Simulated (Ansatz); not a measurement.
# 3-layer blue phosphorene (AA') in a perpendicular field

Wanted: the out-of-plane response of the 3-layer blue phosphorene (AA'). A positive field points along +c.

Method: plane-wave DFT, PBE-D3(BJ), Ansatz PAW, in Ansatz 0.2.0.

Most raw output is cut from this account.

## Step 1: Set-up

The cell holds 6 atoms: 6 P. Its edges and angles: a = 3.280 Å, b = 3.280 Å, c = 51.220 Å, α = 90.0°, β = 90.0°, γ = 120.0°. Regions: layer 1: blue phosphorene, 2 atoms (2 P); layer 2: blue phosphorene, 2 atoms (2 P); layer 3: blue phosphorene, 2 atoms (2 P). Vacuum lies along c.

## Step 2: Relaxation

The starting cell is a guess, so the in-plane lattice and the atoms are relaxed first, with the slab cut off from its images along the normal.

File input.yaml:

```yaml
crystal:
  lattice:
    - [3.28, 0.0, 0.0]
    - [-1.64, 2.8405633244, 0.0]
    - [0.0, 0.0, 51.2200000002]
  atoms:
    - { symbol: P, position: [0.6666666667, 0.3333333333, 0.4012104647] }
    - { symbol: P, position: [0.3333333333, 0.6666666667, 0.4254197579] }
    - { symbol: P, position: [0.3333333333, 0.6666666667, 0.4878953534] }
    - { symbol: P, position: [0.6666666667, 0.3333333333, 0.5121046466] }
    - { symbol: P, position: [0.6666666667, 0.3333333333, 0.5745802421] }
    - { symbol: P, position: [0.3333333333, 0.6666666667, 0.5987895353] }
  periodic: [true, true, false]
kpoints:
  mp_grid: { grid: [12, 12, 1] }
hamiltonian:
  xc: pbe
  dispersion: d3bj
scf:
  occupations: { method: fermi_dirac, width: 0.05 }
  convergence: { dr2_threshold: 1.0e-09 }
relax:
  f_tol: 0.004
  max_steps: 90
  cell: {}
output:
  write_potential: true
  write_density: true
  volumetric_format: npy
```

The run is started by

```
$ ansatz run input.yaml --threads 2 --pin off --max-ram 4096MiB --backend cpu --events-out ev --progress --plain --runs-dir out
```

It took 1.9 min on 2 threads of AMD EPYC (Zen 3), shared host; peak memory 0.72 GiB.

The steps of the relaxation:

```csv
step,energy less that of the first step (eV),largest force component (eV/Å),volume (Å³)
1,0.0000,0.4094,477.22
2,-0.1535,0.1514,475.12
3,-0.2336,0.1583,466.18
4,-0.2630,0.0590,467.14
5,-0.2709,0.0152,468.41
6,-0.2710,0.0532,466.35
7,-0.2716,0.0062,468.10
8,-0.2716,0.0002,468.21
9*,-0.2713,0.0003,468.21
```

Relaxation steps marked * repeat the geometry before them on a plane-wave basis chosen anew for their cell, so energy and pressure can jump there.

Forces are held to the 12 operations that the run works with; a distortion that breaks them can't arise in this run.

```csv
cell as run,before,after,change
a (Å),3.280,3.249,-0.9 %
b (Å),3.280,3.249,-0.9 %
```

The atoms that moved most (Å, along periodic axes as changes of fractional coordinates times the final cell, across vacuum about the mean position):

```csv
atom,dx,dy,dz,length
P6,0.000,0.000,0.720,0.720
P1,0.000,0.000,-0.720,0.720
P2,0.000,0.000,-0.714,0.714
P5,0.000,0.000,0.714,0.714
```

Final coordinates:

```xyz
6
Lattice="3.2489 0.0000 0.0000 -1.6244 2.8136 0.0000 0.0000 0.0000 51.2200" Properties=species:S:1:pos:R:3
P     1.6244    0.9379   19.8298
P     0.0000    1.8757   21.0765
P     0.0000    1.8757   24.9868
P     1.6244    0.9379   26.2332
P     1.6244    0.9379   30.1435
P     0.0000    1.8757   31.3902
```

The lattice constant a goes from 3.280 to 3.249 Å.

## Step 3: Single point, field 0, start network

A sawtooth potential applies the field, turning back in the middle of the vacuum. With the dipole correction the typed value is the field outside the slab. The induced dipole is small, so the SCF threshold is tight.

The cell differs from the one that the last finished run ended in (c 51.220 → 29.560 Å).

File input.yaml:

```yaml
crystal:
  lattice:
    - [3.2488749968, 0.0, 0.0]
    - [-1.6244374984, 2.813608281, 0.0]
    - [0.0, 0.0, 29.560332899]
  atoms:
    - { symbol: P, position: [0.6666666667, 0.3333333333, 0.3044620651] }
    - { symbol: P, position: [0.3333333333, 0.6666666667, 0.3466342737] }
    - { symbol: P, position: [0.3333333333, 0.6666666667, 0.4789168238] }
    - { symbol: P, position: [0.6666666667, 0.3333333333, 0.5210831762] }
    - { symbol: P, position: [0.6666666667, 0.3333333333, 0.6533657263] }
    - { symbol: P, position: [0.3333333333, 0.6666666667, 0.6955379349] }
kpoints:
  mp_grid: { grid: [18, 18, 1] }
  band_path:
    path: [[0, 0, 0], [0.5, 0, 0], [0.33333333, 0.33333333, 0], [0, 0, 0]]
    npoints: 16
hamiltonian:
  xc: pbe
  dispersion: d3bj
scf:
  occupations: { method: fermi_dirac, width: 0.02585 }
  convergence: { dr2_threshold: 1.0e-10 }
efield:
  axis: 3
  dipole_correction: true
  ramp_position: 0.97
  ramp_width: 0.06
  amplitude: 0
output:
  dos: { projected: true, e_range: [-6, 5] }
  write_potential: true
  write_density: true
  volumetric_format: npy
  elf: true
```

It took 35 s on 2 threads; peak memory 0.59 GiB; 68 s of CPU time.

This step gave:

```yaml
gap_on_the_k_mesh: 1.279 eV
dipole_along_the_normal: -1.18e-6 e·Å
gap_along_the_path: 1.264 eV
smallest_direct_gap_along_the_path: 1.623 eV
ionisation_energy_upper_face: 5.707 eV
electron_affinity_upper_face: 4.444 eV
gap_the_smaller_of_path_and_mesh: 1.264 eV
```

Running mean over a fixed 2.5 Å (it still follows the layers) of the planar mean; the ramp of the sawtooth is left out. The electron's electrostatic potential energy less the Fermi level by z:

```csv
z (Å),electron's electrostatic potential energy less the Fermi level (eV)
3.5,5.06
4.0,5.05
4.5,5.05
5.0,5.05
5.5,5.04
6.0,5.01
6.5,4.86
7.0,4.23
7.5,2.07
8.0,-1.39
8.5,-4.50
9.0,-7.77
9.5,-10.2
10.0,-9.24
10.5,-6.09
11.0,-3.05
11.5,0.230
12.0,2.85
12.5,2.51
13.0,-0.431
13.5,-3.62
14.0,-6.75
14.5,-9.71
15.0,-9.91
15.5,-7.15
16.0,-3.98
16.5,-0.842
17.0,2.27
17.5,2.98
18.0,0.628
18.5,-2.68
19.0,-5.70
19.5,-8.94
20.0,-10.3
20.5,-8.16
21.0,-4.87
21.5,-1.80
22.0,1.69
22.5,4.08
23.0,4.82
23.5,5.00
24.0,5.04
24.5,5.05
25.0,5.05
25.5,5.05
26.0,5.06
```

The density of states has structure finer than the step of the table below, so its rows give means over 0.25 eV, whole bins alone (the curve runs from -6 to 2.52 eV). Peaks (eV: height): -5.060: 9.05, -1.670: 8.56, -1.620: 8.98, -1.180: 6.27, -0.680: 10.2, 1.880: 5.97, 2.130: 5.85.

The density of states by energy, zero at the Fermi level of the run, which the smearing sets inside the gap; means over each step:

```csv
energy (eV),density of states (states/eV a cell)
-5.75,0.975
-5.50,1.59
-5.25,4.56
-5.00,5.81
-4.75,3.21
-4.50,3.25
-4.25,2.97
-4.00,3.48
-3.75,3.92
-3.50,4.31
-3.25,2.98
-3.00,1.88
-2.75,2.30
-2.50,3.50
-2.25,4.33
-2.00,4.29
-1.75,5.58
-1.50,3.40
-1.25,4.00
-1.00,0.856
-0.75,3.16
-0.50,0.00556
-0.25,0
0.00,0
0.25,0
0.50,0.00298
0.75,0.796
1.00,2.54
1.25,3.44
1.50,3.95
1.75,3.68
2.00,4.44
2.25,3.92
```

Projected DOS per atom over height of the atomic layer and energy from the Fermi level. Layers: P P P P P P from below.

Ten even steps from '_' (0.00 states/eV) to '@' (0.91 states/eV), each cell a mean:
```
****++++****
####****####
************
++++++++++++
....::::....
____________
____________
____________
::::++++::::
++++::::++++
####****####
####@@@@####
############
==--++++--==
------------
############
************
++++++++++++
++++++++++++
@@@@@@@@@@@@
--==++++==--
............
```
Columns: height of the atomic layer (Å) from 9 to 20.6 (not evenly spaced); rows upwards: energy from the Fermi level (eV) from -5.96 to 2.5.

Electronic bands along the path, in eV, zero at the Fermi level of the run, which the smearing sets inside the gap:

```csv
point,band 12,band 13,band 14,band 15,band 16,band 17,band 18,band 19
Γ,-1.14,-1.14,-1.14,-0.90,2.86,2.86,2.88,2.89
halfway,-2.52,-1.71,-1.20,-0.70,1.07,1.19,1.32,3.73
M,-3.35,-2.77,-2.53,-2.31,0.83,0.93,0.99,1.87
halfway,-3.51,-2.68,-2.45,-2.24,1.52,1.82,2.09,3.06
K,-2.87,-2.87,-2.64,-2.64,0.75,0.97,1.18,3.90
halfway,-3.84,-1.61,-1.15,-0.70,2.18,2.42,2.72,3.08
Γ,-1.14,-1.14,-1.14,-0.90,2.86,2.86,2.88,2.89
```

Valence density in the ca plane at fractional y = 0.333, with atoms of P within 0.2 Å of it. It is the smooth field of the valence electrons, not physical close to the nuclei.

Values in e/Å³, 5 rows by 16 columns, each cell a mean:
```
0.50 0.14 0.02 0.03 0.18 0.55 0.52 0.11 0.08 0.48 0.58 0.22 0.04 0.00 0.00 0.00
0.46 0.09 0.01 0.02 0.13 0.45 0.47 0.20 0.12 0.53 0.41 0.18 0.02 0.00 0.00 0.00
0.51 0.14 0.02 0.03 0.18 0.56 0.53 0.12 0.08 0.49 0.58 0.23 0.04 0.00 0.00 0.00
0.40 0.25 0.04 0.06 0.30 0.38 0.19 0.04 0.03 0.15 0.36 0.34 0.08 0.01 0.00 0.00
0.39 0.25 0.04 0.06 0.30 0.37 0.18 0.03 0.02 0.14 0.35 0.34 0.08 0.01 0.00 0.00
```
Columns run along c (16.0 Å, from fractional 0.32 to 0.86 of the cell), rows up along a (3.2 Å). Atoms in or near the plane, at fractional coordinates: P at (0.52, 0.67), P at (0.65, 0.67).

Electrostatic potential energy in the ca plane at fractional y = 0.333, with atoms of P within 0.2 Å of it. With pseudopotentials it is smooth inside the atoms' cores, unlike the true potential.

Ten even steps from '0' (-58 eV) to '9' (5 eV), each cell a mean:
```
78899999999998875679999998656889999999999999
27899999999998720048999996201589999999999999
06899999999998610038999985000489999999999999
37899999999998730158999997201589999999999999
78899999999998876689999998766888999999999999
88889999999988888999999999988888899999999999
88788999999887889999999999999877899999999999
88889999999988888899999999988888899999999999
```
Columns run along c (16.0 Å, from fractional 0.32 to 0.86 of the cell; values clipped at the 3rd and 97th percentile), rows up along a (3.2 Å). Atoms in or near the plane, at fractional coordinates: P at (0.52, 0.67), P at (0.65, 0.67).

ELF in the ca plane at fractional y = 0.333, with atoms of P within 0.2 Å of it. It is the smooth field of the valence electrons, not physical close to the nuclei.

Values, 5 rows by 16 columns, each cell a mean:
```
0.65 0.30 0.06 0.09 0.35 0.67 0.74 0.56 0.42 0.80 0.66 0.41 0.15 0.02 0.00 0.00
0.39 0.11 0.01 0.01 0.16 0.34 0.48 0.68 0.52 0.64 0.26 0.23 0.02 0.00 0.00 0.00
0.65 0.30 0.06 0.09 0.35 0.66 0.73 0.57 0.42 0.80 0.65 0.41 0.15 0.02 0.00 0.00
0.62 0.68 0.24 0.35 0.68 0.60 0.39 0.15 0.10 0.37 0.57 0.67 0.57 0.12 0.01 0.00
0.61 0.70 0.25 0.36 0.69 0.59 0.37 0.13 0.09 0.34 0.56 0.68 0.59 0.12 0.01 0.00
```
Columns run along c (16.0 Å, from fractional 0.32 to 0.86 of the cell), rows up along a (3.2 Å). Atoms in or near the plane, at fractional coordinates: P at (0.52, 0.67), P at (0.65, 0.67).

The gap is 1.26 eV, with the valence edge 5.71 eV and the conduction edge 4.44 eV under the upper vacuum level.

## Step 4: Atoms held, field 0.05 V/Å

input.yaml: that of step 3 with these lines changed.

```diff
@@ -28,5 +28,4 @@
   ramp_width: 0.06
-  amplitude: 0
+  amplitude: 0.05
 output:
-  dos: { projected: true, e_range: [-6, 5] }
   write_potential: true
@@ -34,2 +33 @@
   volumetric_format: npy
-  elf: true
```

Run time: 37 s. Hardware: 2 threads; peak memory 0.56 GiB; 70 s of CPU time.

The dipole is 0.0287 e·Å, and the gap 1.249 eV.

## Step 5: Atoms held, field -0.05 V/Å

input.yaml: that of step 4 with these lines changed.

```diff
@@ -28,3 +28,3 @@
   ramp_width: 0.06
-  amplitude: 0.05
+  amplitude: -0.05
 output:
```

It took 35 s on 2 threads; peak memory 0.56 GiB.

The dipole is -0.0287 e·Å, and the gap 1.249 eV.

## Step 6: Atoms held, field 0.1 V/Å

input.yaml: that of step 5 with these lines changed.

```diff
@@ -26,5 +26,5 @@
   dipole_correction: true
-  ramp_position: 0.97
-  ramp_width: 0.06
-  amplitude: -0.05
+  ramp_position: 0.9584
+  ramp_width: 0.0832
+  amplitude: 0.1
 output:
```

It took 35 s on 2 threads; peak memory 0.57 GiB.

The dipole is 0.0574 e·Å, and the gap 1.207 eV.

## Step 7: Atoms held, field -0.1 V/Å

input.yaml: that of step 6 with these lines changed.

```diff
@@ -28,3 +28,3 @@
   ramp_width: 0.0832
-  amplitude: 0.1
+  amplitude: -0.1
 output:
```

Run time: 38 s. Hardware: 2 threads; peak memory 0.57 GiB; 73 s of CPU time.

The dipole is -0.0574 e·Å, and the gap 1.207 eV.

## Step 8: Atoms held, field 0.2 V/Å

input.yaml: that of step 7 with these lines changed.

```diff
@@ -28,3 +28,3 @@
   ramp_width: 0.0832
-  amplitude: -0.1
+  amplitude: 0.2
 output:
```

It took 41 s on 2 threads; peak memory 0.57 GiB; 80 s of CPU time.

The dipole is 0.115 e·Å, and the gap 1.066 eV.

## Step 9: Single point, field -0.2 V/Å

input.yaml: that of step 8 with these lines changed.

```diff
@@ -28,3 +28,3 @@
   ramp_width: 0.0832
-  amplitude: 0.2
+  amplitude: -0.2
 output:
```

It took 42 s on 2 threads; peak memory 0.56 GiB.

The dipole is -0.115 e·Å, and the gap 1.066 eV.

## Step 10: Single point, field 0.3 V/Å

input.yaml: that of step 9 with these lines changed.

```diff
@@ -26,5 +26,5 @@
   dipole_correction: true
-  ramp_position: 0.9584
-  ramp_width: 0.0832
-  amplitude: -0.2
+  ramp_position: 0.956
+  ramp_width: 0.0881
+  amplitude: 0.3
 output:
```

It took 43 s on 2 threads; peak memory 0.56 GiB; 83 s of CPU time.

The dipole is 0.172 e·Å, and the gap 0.879 eV.

## Step 11: Atoms held, field -0.3 V/Å

input.yaml: that of step 10 with these lines changed.

```diff
@@ -28,3 +28,3 @@
   ramp_width: 0.0881
-  amplitude: 0.3
+  amplitude: -0.3
 output:
```

Run time: 43 s. Hardware: 2 threads; peak memory 0.56 GiB; 82 s of CPU time.

The dipole is -0.172 e·Å, and the gap 0.879 eV.

## Step 12: Atoms held, field 0.4 V/Å

input.yaml: that of step 11 with these lines changed.

```diff
@@ -26,5 +26,5 @@
   dipole_correction: true
-  ramp_position: 0.956
-  ramp_width: 0.0881
-  amplitude: -0.3
+  ramp_position: 0.9246
+  ramp_width: 0.1509
+  amplitude: 0.4
 output:
```

Elapsed: 38 s, on 2 threads; peak memory 0.57 GiB.

The dipole is 0.230 e·Å, and the gap 0.667 eV.

## Step 13: Atoms held, field -0.4 V/Å

input.yaml: that of step 12 with these lines changed.

```diff
@@ -28,3 +28,3 @@
   ramp_width: 0.1509
-  amplitude: 0.4
+  amplitude: -0.4
 output:
```

Wall time 38 s (2 threads); peak memory 0.56 GiB.

The dipole is -0.230 e·Å, and the gap 0.667 eV.

## Step 14: Response, atoms held

This step: plane-wave DFT, PBE-D3(BJ), Ansatz PAW; response to a field along the normal, atoms held (Ansatz 0.2.0).

The dipoles give the slope, and the difference of two potentials shows where the field is screened.

Numbers from this step:

```
equivalent conductor thickness p/(ε₀AE) : 11.36 Å
distance between the outer atoms        : 11.56 Å
```

The dipole of the cell by applied field:

```csv
applied field (V/Å),dipole of the cell (e·Å)
-0.400,-0.230
-0.300,-0.172
-0.200,-0.115
-0.100,-0.0574
-0.050,-0.0287
0.000,-1.2e-6
0.050,0.0287
0.100,0.0574
0.200,0.115
0.300,0.172
0.400,0.230
```

Local field over the applied field, running mean. From the potentials at -0.05 and 0.05 V/Å; running mean over 2.8 Å. The local field over applied field by z:

z (Å), local field over applied field and a bar:
```
        5      0.991 ##############################
        6      0.941 ############################
        7      0.741 ######################
        8      0.421 ###########
        9      0.138 ##
       10      0.092 #
       11      0.290 #######
       12      0.444 ############
       13      0.377 ##########
       14      0.154 ###
       15      0.075 
       16      0.252 ######
       17      0.435 ############
       18      0.402 ###########
       19      0.187 ####
       20      0.073 
       21      0.244 ######
       22      0.566 ################
       23      0.854 #########################
       24      0.974 #############################
       25      0.996 ##############################
```

Electrons, planar mean, per unit field. The induced electron density by z:

```csv
z (Å),induced electron density (e/Å³ per V/Å)
5,3.2e-5
6,2.5e-4
7,0.00144
8,0.00339
9,8.9e-4
10,-8.4e-4
11,-0.00257
12,-8.7e-4
13,0.00299
14,6.1e-4
15,-6.0e-4
16,-0.00187
17,-0.00153
18,0.00261
19,7.0e-4
20,-1.4e-4
21,-0.00117
22,-0.00294
23,-6.9e-4
24,-1.0e-4
25,-1.2e-5
```

The smaller of the gaps on the path and on the k-mesh, counted as 0 under 0.03 eV. The gap by applied field:

```csv
applied field (V/Å),gap (eV)
-0.400,0.667
-0.300,0.878
-0.200,1.07
-0.100,1.21
-0.050,1.25
0.000,1.26
0.050,1.25
0.100,1.21
0.200,1.07
0.300,0.878
0.400,0.667
```

By hand: between -0.05 and 0.05 V/Å the dipole changes by 0.05736 e·Å, a slope of 0.5736 e·Å²/V. A perfect conductor of thickness t has p = ε₀AEt, so t = 180.95 × 0.5736 / 9.141 = 11.36 Å (e/ε₀ = 180.95 V·Å, A in Å²).

The induced dipole is that of a conductor 11.36 Å thick.

## Step 15: Outcome

* gap without field: 1.26 eV
* ionisation energy, upper face: 5.71 eV
* electron affinity, upper face: 4.44 eV
* equivalent conductor thickness, atoms held: 11.4 Å

**Reading.** The induced dipole equals that of a perfect conductor 11.36 Å thick, while the outer atoms lie 11.56 Å apart; an out-of-plane ε follows only once a thickness t is chosen, by 1 − 1/ε = 11.36 Å / t. The gap goes from 1.26 eV to 0.67 eV at -0.4 V/Å. With the field reversed the gap is 0.67 eV at 0.4 V/Å. Semilocal functionals give gaps that are too small, and excitons are not included.

[Logs are printed without paths, hosts, clocks, repeated set-up lines and the standing remarks that a program may print on its own settings, such as how far it seeks lower states.]

[Hosts, paths, dates, database ids (printed as entryN), source tags and the programs' standing remarks are cut or masked in the printed files.]

[Maps of the electrostatic potential energy from Ansatz leave out the sawtooth potential of an applied field or a dipole correction, so their vacuum need not be flat; planar profiles and work functions include it.]
